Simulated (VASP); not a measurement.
# CdTe (F-43m) in VASP: further runs, part 2 of 2

VASP 6.6.1.

## (4) Dielectric tensor, PBE

The input, INCAR:

```
SYSTEM = CdTe
PREC = Accurate ; ENCUT = 600
EDIFF = 1E-8 ; ISMEAR = 0
SIGMA = 0.01 ; LREAL = .False.
LASPH = .True. ; NELM = 100
ALGO = Normal ; ISIF = 2
LWAVE = .False. ; LCHARG = .False.
GGA = PE ; LEPSILON = .True.
```

The input, KPOINTS:

```
Automatic mesh
0
Gamma
  6 6 6
  0 0 0
```

The input, POSCAR:

```
CdTe
1.0
    0.0000000000      3.2050000000      3.2050000000
    3.2050000000      0.0000000000      3.2050000000
    3.2050000000      3.2050000000      0.0000000000
Te Cd
1 1
Direct
    0.7500000000      0.7500000000      0.7500000000
    0.0000000000      0.0000000000      0.0000000000
```

Potentials or basis: VASP PAW PBE potentials, release 64 (Te, Cd).

On the command line:

```console
cat potpaw_PBE.64/Te/POTCAR potpaw_PBE.64/Cd/POTCAR > POTCAR
mpirun -np 1 vasp_std > vasp.out
```

OUTCAR:

```text
SYSTEM = CdTe
   PREC = Accurate
   ENCUT = 600
   EDIFF = 1E-8
   ISMEAR = 0
   LREAL = .False.
   LASPH = .True.
   NELM = 100
   ISIF = 2
   GGA = PE
   LEPSILON = .True.

 Found     16 irreducible k-points:

 Following reciprocal coordinates:
            Coordinates               Weight
  0.000000  0.000000  0.000000      1.000000
  0.166667  0.000000  0.000000      8.000000
  0.333333  0.000000  0.000000      8.000000
  0.500000  0.000000  0.000000      4.000000
  0.166667  0.166667  0.000000      6.000000
  0.333333  0.166667  0.000000     24.000000
   k-points           NKPTS =     16   k-points in BZ     NKDIM =     16   number of bands    NBANDS=     13
   number of dos      NEDOS =    301   number of ions     NIONS =      2
   total plane-waves  NPLWV =  46656
   dimension x,y,z NGX =    36 NGY =   36 NGZ =   36
   dimension x,y,z NGXF=    72 NGYF=   72 NGZF=   72
   ions per type =               1   1
   NGX,Y,Z   is equivalent  to a cutoff of  13.20, 13.20, 13.20 a.u.
   NGXF,Y,Z  is equivalent  to a cutoff of  26.41, 26.41, 26.41 a.u.
 SYSTEM =  CdTe
   PREC   = accura    normal or accurate (medium, high low for compatibility)
   ISTART =      0    job   : 0-new  1-cont  2-samecut
   ICHARG =      2    charge: 1-file 2-atom 10-const
   ISPIN  =      1    spin polarized calculation?
   LNONCOLLINEAR =      F non collinear calculations
   LSORBIT =      F    spin-orbit coupling
   LASPH  =      T    aspherical Exc in radial PAW
   ENCUT  =  600.0 eV  44.10 Ry    6.64 a.u.   9.05  9.05  9.05*2*pi/ulx,y,z
   NELM   =    100;   NELMIN=  2; NELMDL= -5     # of ELM steps
   EDIFF  = 0.1E-07   stopping-criterion for ELM
   LREAL  =      F    real-space projection
   EDIFFG = 0.1E-06   stopping-criterion for IOM
   NSW    =      0    number of steps for IOM
   IBRION =     -1    ionic relax: 0-MD 1-quasi-New 2-CG
   NFREE  =      0    steps in history (QN), initial steepest desc. (CG)
   ISIF   =      2    stress and relaxation
   ISYM   =      2    0-nonsym 1-usesym 2-fastsym
   POTIM  = 0.5000    time-step for ionic-motion
   TEBEG  =    0.0;   TEEND  =   0.0 temperature during run
   PSTRESS=    0.0 pullay stress
   NELECT =      18.0000    total number of electrons
   NUPDOWN=      -1.0000    fix difference up-down
   EMIN   =  10.00;   EMAX   =-10.00  energy-range for DOS
   EFERMI =   0.00;   METHOD = LEGACY
   ISMEAR =     0;   SIGMA  =   0.01  broadening in eV -4-tet -1-fermi 0-gaus
   EFERMI_NEDOS =   21; number of points for ismear=-14 and -15
   IALGO  =     38    algorithm
   IMIX   =      4    mixing-type and parameters
     AMIX     =   0.40;   BMIX     =  1.00
     AMIX_MAG =   1.60;   BMIX_MAG =  1.00
  volume/ion in A,a.u.               =      32.92       222.17
  Fermi-wavevector in a.u.,A,eV,Ry     =   1.062497  2.007828 15.359610  1.128899
  Thomas-Fermi vector in A             =   2.197950
   LORBIT       =      0    0 simple, 1 ext, 2 COOP (PROOUT), +10 PAW based schemes
   GGA     = PE    functional components
   LHFCALC =     F    Hartree Fock is set to
   AEXX    =    0.0000 exact exchange contribution
   IVDW    =     0    specifies the selected vdW correction
   LEPSILON=     T    determine dielectric tensor
   LRPA    =     F    only Hartree local field effects (RPA)
 non-spin polarized calculation
 Gauss-broadening in eV      SIGMA  =   0.01
  energy-cutoff  :      600.00
[... 110 lines left out ...]

 [... further k-points ...]

  FORCE on cell =-STRESS in cart. coord.  units (eV):
  Direction    XX          YY          ZZ          XY          YZ          ZX
  --------------------------------------------------------------------------------------
  -------------------------------------------------------------------------------------
  Total        1.7975462      1.7975462      1.7975462      0.0000000      0.0000000      0.0000000
  in kB       43.7397752     43.7397752     43.7397752      0.0000000      0.0000000      0.0000000
  external PRESSURE =      43.7397752 kB  Pullay stress =       0.0000000 kB

 VOLUME and BASIS-vectors are now :
 -----------------------------------------------------------------------------
  energy-cutoff  :      600.00
  volume of cell :       65.84
      direct lattice vectors                 reciprocal lattice vectors
     0.000000000  3.205000000  3.205000000    -0.156006240  0.156006240  0.156006240
     3.205000000  0.000000000  3.205000000     0.156006240 -0.156006240  0.156006240
     3.205000000  3.205000000  0.000000000     0.156006240  0.156006240 -0.156006240

 POSITION                                       TOTAL-FORCE (eV/Angst)
 -----------------------------------------------------------------------------------
      4.80750      4.80750      4.80750        -0.000000     -0.000000     -0.000000
      0.00000      0.00000      0.00000         0.000000      0.000000      0.000000
 -----------------------------------------------------------------------------------
    total drift:                                0.000000      0.000000      0.000000

  FREE ENERGIE OF THE ION-ELECTRON SYSTEM (eV)
  ---------------------------------------------------
  free  energy   TOTEN  =        -4.7208159326 eV

  energy  without entropy=       -4.7208159326  energy(sigma->0) =       -4.72081593

 HEAD OF MICROSCOPIC STATIC DIELECTRIC TENSOR (INDEPENDENT PARTICLE, excluding Hartree and local field effects)
 ------------------------------------------------------
          12.561772    -0.000000    -0.000000
           0.000000    12.561772     0.000000
          -0.000000     0.000000    12.561772
 ------------------------------------------------------

 Free energy of the ion-electron system (eV)
  ---------------------------------------------------
  ---------------------------------------------------
  free energy    TOTEN  =        -2.19386149 eV

  energy without entropy =       -2.19386149

------------------------ aborting loop because EDIFF is reached ----------------------------------------

--------------------------------------- Ionic step        2  -------------------------------------------

------------------------ aborting loop because EDIFF is reached ----------------------------------------

--------------------------------------- Ionic step        3  -------------------------------------------

 Free energy of the ion-electron system (eV)
  ---------------------------------------------------
  ---------------------------------------------------
  free energy    TOTEN  =        -2.19386151 eV

  energy without entropy =       -2.19386151

------------------------ aborting loop because EDIFF is reached ----------------------------------------

 PIEZOELECTRIC TENSOR FIELD DIRECTION 3  (e Angst)
 -----------------------------------------------------------------------------
    -0.00150  2.77086  0.00000           (  0.00001 -0.08092  0.00000)
     2.77086 -0.00150  0.00000           ( -0.08092  0.00001  0.00000)
     0.00000  0.00000  0.00079           (  0.00000  0.00000 -0.00000)

 PIEZOELECTRIC TENSOR FIELD DIRECTION 3  (C/m^2)
 -----------------------------------------------------------------------------
    -0.00036  0.67424  0.00000
     0.67424 -0.00036  0.00000
     0.00000  0.00000  0.00019

 MACROSCOPIC STATIC DIELECTRIC TENSOR (including local field effects in DFT)
 ------------------------------------------------------
          12.241988     0.000000    -0.000000
           0.000000    12.241988    -0.000000
           0.000000     0.000000    12.241988
 ------------------------------------------------------

 PIEZOELECTRIC TENSOR (including local field effects)  for field in x, y, z        (e  Angst)
          XX          YY          ZZ          XY          YZ          ZX
  --------------------------------------------------------------------------------
  x     0.00000     0.00000    -0.00000     0.00000     2.79973     0.00000
  y     0.00000     0.00000     0.00000     0.00000     0.00000     2.79973
  z     0.00000    -0.00000     0.00000     2.79973     0.00000     0.00000

 PIEZOELECTRIC TENSOR (including local field effects)  for field in x, y, z        (C/m^2)
          XX          YY          ZZ          XY          YZ          ZX
  --------------------------------------------------------------------------------
  x     0.00000     0.00000    -0.00000     0.00000     0.68126     0.00000
  y     0.00000     0.00000     0.00000     0.00000     0.00000     0.68126
  z     0.00000    -0.00000     0.00000     0.68126     0.00000     0.00000

 BORN EFFECTIVE CHARGES (including local field effects) (in |e|, cummulative output)
 ---------------------------------------------------------------------------------
 ion    1
    1    -2.33984     0.00000     0.00000
    2     0.00000    -2.33984     0.00000
    3     0.00000     0.00000    -2.33984
 ion    2
    1     2.33984    -0.00000    -0.00000
    2    -0.00000     2.33984    -0.00000
    3     0.00000     0.00000     2.33984
```

Run time: 1.9 min. Hardware: 1 thread of Intel Xeon 6975P-C (Granite Rapids), shared host; peak memory 0.32 GiB.

These settings aren't checked as converged: the numbers below hold their error.

What came out:

```
Band gap on the k mesh                  : 0.87 eV, direct
Electronic dielectric tensor (diagonal) : 12.24
Born charges (mean of the diagonal)     : Te -2.34; Cd +2.34 e
```

Caveat: spin-orbit coupling is left out, which moves the levels of the heavy elements.

## (5) Dielectric tensor, PBE

INCAR, as its differences from that of step 4:

```diff
@@ -1,3 +1,3 @@
 SYSTEM = CdTe
-PREC = Accurate ; ENCUT = 600
+PREC = Accurate ; ENCUT = 500
 EDIFF = 1E-8 ; ISMEAR = 0
```

The input, KPOINTS:

```
Automatic mesh
0
Gamma
  7 7 7
  0 0 0
```

POSCAR is that of step 4.

Potentials or basis: VASP PAW PBE potentials, release 64 (Te, Cd).

On the command line:

```console
cat potpaw_PBE.64/Te/POTCAR potpaw_PBE.64/Cd/POTCAR > POTCAR
mpirun -np 1 vasp_std > vasp.out
```

OUTCAR:

```text
SYSTEM = CdTe
   PREC = Accurate
   ENCUT = 500
   EDIFF = 1E-8
   ISMEAR = 0
   LREAL = .False.
   LASPH = .True.
   NELM = 100
   ISIF = 2
   GGA = PE
   LEPSILON = .True.

 Found     20 irreducible k-points:

 Following reciprocal coordinates:
            Coordinates               Weight
  0.000000  0.000000  0.000000      1.000000
  0.142857  0.000000  0.000000      8.000000
  0.285714  0.000000  0.000000      8.000000
  0.428571  0.000000  0.000000      8.000000
  0.142857  0.142857  0.000000      6.000000
  0.285714  0.142857  0.000000     24.000000
[... 237 lines left out ...]
    -0.00038  0.62895  0.00000
     0.62895 -0.00038  0.00000
     0.00000  0.00000  0.00005

 MACROSCOPIC STATIC DIELECTRIC TENSOR (including local field effects in DFT)
 ------------------------------------------------------
          10.662595    -0.000000    -0.000000
          -0.000000    10.662595    -0.000000
           0.000000     0.000000    10.662595
 ------------------------------------------------------

 PIEZOELECTRIC TENSOR (including local field effects)  for field in x, y, z        (e  Angst)
          XX          YY          ZZ          XY          YZ          ZX
  --------------------------------------------------------------------------------
  x     0.00000    -0.00000    -0.00000     0.00000     2.61251     0.00000
  y    -0.00000    -0.00000     0.00000     0.00000     0.00000     2.61251
  z    -0.00000    -0.00000     0.00000     2.61251     0.00000     0.00000

 PIEZOELECTRIC TENSOR (including local field effects)  for field in x, y, z        (C/m^2)
          XX          YY          ZZ          XY          YZ          ZX
  --------------------------------------------------------------------------------
  x     0.00000    -0.00000    -0.00000     0.00000     0.63570     0.00000
  y    -0.00000    -0.00000     0.00000     0.00000     0.00000     0.63570
  z    -0.00000    -0.00000     0.00000     0.63570     0.00000     0.00000

 BORN EFFECTIVE CHARGES (including local field effects) (in |e|, cummulative output)
 ---------------------------------------------------------------------------------
 ion    1
    1    -2.23346     0.00000     0.00000
    2    -0.00000    -2.23346    -0.00000
    3    -0.00000    -0.00000    -2.23346
 ion    2
    1     2.23346    -0.00000    -0.00000
    2     0.00000     2.23346     0.00000
    3     0.00000     0.00000     2.23346
```

OSZICAR:

```text
N       E                     dE             d eps       ncg     rms          rms(c)
DAV:   1     0.103079620022E+03    0.10308E+03   -0.83579E+03   520   0.117E+03
[... 12 lines left out ...]
RMM:   6    -0.189182724043E+01   -0.49394E-02   -0.13377E-04  2677   0.720E-02    0.237E-02
RMM:   7    -0.189394614321E+01   -0.21189E-02   -0.47634E-05  2549   0.398E-02    0.572E-03
RMM:   8    -0.189408683733E+01   -0.14069E-03   -0.21705E-06  2776   0.761E-03    0.151E-03
RMM:   9    -0.189416230010E+01   -0.75463E-04    0.73341E-06  2404   0.436E-03    0.337E-04
RMM:  10    -0.189417416889E+01   -0.11869E-04    0.67900E-08  2848   0.681E-04    0.163E-04
RMM:  11    -0.189416871095E+01    0.54579E-05    0.23687E-06  2581   0.336E-04    0.706E-05
RMM:  12    -0.189416666550E+01    0.20455E-05    0.40037E-07  1875   0.973E-05    0.246E-05
RMM:  13    -0.189416632654E+01    0.33896E-06    0.64231E-08  1357   0.700E-05    0.432E-06
```

Run time: 2.3 min. Hardware: 1 thread of Intel Xeon 6975P-C (Granite Rapids), shared host; peak memory 0.33 GiB.

These settings aren't checked as converged: the numbers below hold their error.

What came out:

| Item | Value |
| --- | --- |
| Band gap on the k mesh | 0.87 eV, direct |
| Electronic dielectric tensor (diagonal) | 10.66 |
| Born charges (mean of the diagonal) | Te -2.23; Cd +2.23 e |

Caveat: spin-orbit coupling is left out, which moves the levels of the heavy elements.

## (6) Dielectric tensor, PBE

INCAR, as its differences from that of step 5:

```diff
@@ -1,3 +1,3 @@
 SYSTEM = CdTe
-PREC = Accurate ; ENCUT = 500
+PREC = Accurate ; ENCUT = 350
 EDIFF = 1E-8 ; ISMEAR = 0
```

The input, KPOINTS:

```
Automatic mesh
0
Gamma
  9 9 9
  0 0 0
```

POSCAR is that of step 5.

Potentials or basis: VASP PAW PBE potentials, release 64 (Te, Cd).

On the command line:

```console
cat potpaw_PBE.64/Te/POTCAR potpaw_PBE.64/Cd/POTCAR > POTCAR
mpirun -np 1 vasp_std > vasp.out
```

OUTCAR:

```text
SYSTEM = CdTe
   PREC = Accurate
   ENCUT = 350
   EDIFF = 1E-8
   ISMEAR = 0
   LREAL = .False.
   LASPH = .True.
   NELM = 100
   ISIF = 2
   GGA = PE
   LEPSILON = .True.

 Found     35 irreducible k-points:

 Following reciprocal coordinates:
            Coordinates               Weight
  0.000000  0.000000  0.000000      1.000000
  0.111111  0.000000  0.000000      8.000000
  0.222222  0.000000  0.000000      8.000000
  0.333333  0.000000  0.000000      8.000000
  0.444444  0.000000  0.000000      8.000000
  0.111111  0.111111  0.000000      6.000000
   k-points           NKPTS =     35   k-points in BZ     NKDIM =     35   number of bands    NBANDS=     13
   number of dos      NEDOS =    301   number of ions     NIONS =      2
   total plane-waves  NPLWV =  21952
   dimension x,y,z NGX =    28 NGY =   28 NGZ =   28
   dimension x,y,z NGXF=    56 NGYF=   56 NGZF=   56
   ions per type =               1   1
   NGX,Y,Z   is equivalent  to a cutoff of  10.27, 10.27, 10.27 a.u.
   NGXF,Y,Z  is equivalent  to a cutoff of  20.54, 20.54, 20.54 a.u.
 SYSTEM =  CdTe
   PREC   = accura    normal or accurate (medium, high low for compatibility)
   ISTART =      0    job   : 0-new  1-cont  2-samecut
   ICHARG =      2    charge: 1-file 2-atom 10-const
[... 208 lines left out ...]
  ---------------------------------------------------
  free energy    TOTEN  =        -1.64508851 eV

  energy without entropy =       -1.64508851

------------------------ aborting loop because EDIFF is reached ----------------------------------------

 PIEZOELECTRIC TENSOR FIELD DIRECTION 3  (e Angst)
 -----------------------------------------------------------------------------
    -0.00149  2.44995  0.00000           (  0.00000 -0.07147  0.00000)
     2.44995 -0.00149  0.00000           ( -0.07147  0.00000  0.00000)
     0.00000  0.00000 -0.00065           (  0.00000  0.00000  0.00000)

 PIEZOELECTRIC TENSOR FIELD DIRECTION 3  (C/m^2)
 -----------------------------------------------------------------------------
    -0.00036  0.59615  0.00000
     0.59615 -0.00036  0.00000
     0.00000  0.00000 -0.00016

 MACROSCOPIC STATIC DIELECTRIC TENSOR (including local field effects in DFT)
 ------------------------------------------------------
           9.356142     0.000000     0.000000
          -0.000000     9.356142     0.000000
          -0.000000    -0.000000     9.356142
 ------------------------------------------------------

 PIEZOELECTRIC TENSOR (including local field effects)  for field in x, y, z        (e  Angst)
          XX          YY          ZZ          XY          YZ          ZX
  --------------------------------------------------------------------------------
  x     0.00000     0.00000    -0.00000     0.00000     2.46872     0.00000
  y     0.00000    -0.00000    -0.00000     0.00000     0.00000     2.46872
  z     0.00000    -0.00000     0.00000     2.46872     0.00000     0.00000

 PIEZOELECTRIC TENSOR (including local field effects)  for field in x, y, z        (C/m^2)
          XX          YY          ZZ          XY          YZ          ZX
  --------------------------------------------------------------------------------
  x     0.00000     0.00000    -0.00000     0.00000     0.60071     0.00000
  y     0.00000    -0.00000    -0.00000     0.00000     0.00000     0.60071
  z     0.00000    -0.00000     0.00000     0.60071     0.00000     0.00000

 BORN EFFECTIVE CHARGES (including local field effects) (in |e|, cummulative output)
 ---------------------------------------------------------------------------------
 ion    1
    1    -2.15707     0.00000     0.00000
    2     0.00000    -2.15707     0.00000
    3    -0.00000     0.00000    -2.15707
 ion    2
    1     2.15707     0.00000     0.00000
    2     0.00000     2.15707     0.00000
    3     0.00000    -0.00000     2.15707
```

stdout:

```text
POSCAR found type information on POSCAR TeCd
 POSCAR found :  2 types and       2 ions
 scaLAPACK will be used
 LDA part: xc-table for (Slater+PW92), standard interpolation
 POSCAR, INCAR and KPOINTS ok, starting setup
 FFT: planning ... GRIDC
 FFT: planning ... GRID_SOFT
 FFT: planning ... GRID
 WAVECAR not read
 entering main loop
 Linear response reoptimize wavefunctions to high precision
 Linear response G [H, r] |phi>, progress :
  Direction:   1
 Linear response G [H, r] |phi>, progress :
  Direction:   2
 Linear response G [H, r] |phi>, progress :
  Direction:   3
 Linear response to external field (no local field effect), progress :
  Direction:   1
 dielectric tensor                  component  1 :    11.020     4.620     1.218
 Linear response to external field (no local field effect), progress :
  Direction:   2
 dielectric tensor                  component  2 :     4.619    11.687    -1.693
 Linear response to external field (no local field effect), progress :
  Direction:   3
 dielectric tensor                  component  3 :     1.223    -1.694     6.519
 Linear response to external field, progress :
  Direction:   1
 dielectric tensor                  component  1 :     9.356     2.057     0.998
 Linear response to external field, progress :
  Direction:   2
 dielectric tensor                  component  2 :     1.979     9.356     0.764
 Linear response to external field, progress :
  Direction:   3
 dielectric tensor                  component  3 :     1.572     1.482     9.356
 Born effective charges drift removed
```

It took 2.4 min on 1 thread of Intel Xeon 6975P-C (Granite Rapids), shared host; peak memory 0.29 GiB.

These settings aren't checked as converged: the numbers below hold their error.

Results:

| Item | Value |
| --- | --- |
| Band gap on the k mesh | 0.87 eV, direct |
| Electronic dielectric tensor (diagonal) | 9.36 |
| Born charges (mean of the diagonal) | Te -2.16; Cd +2.16 e |

Caveat: spin-orbit coupling is left out, which moves the levels of the heavy elements.

## (7) The reference run

An earlier run on the cell as given: functional PBEsol; potentials or basis VASP PAW PBE potentials, release 64 (Te, Cd); cutoff 520 eV; k mesh 7 × 7 × 7; occupations fermi-dirac, width 0.05 eV; no spin polarisation.

* Pressure: 1.9 GPa
* Band gap on the k mesh: 0.76 eV, direct
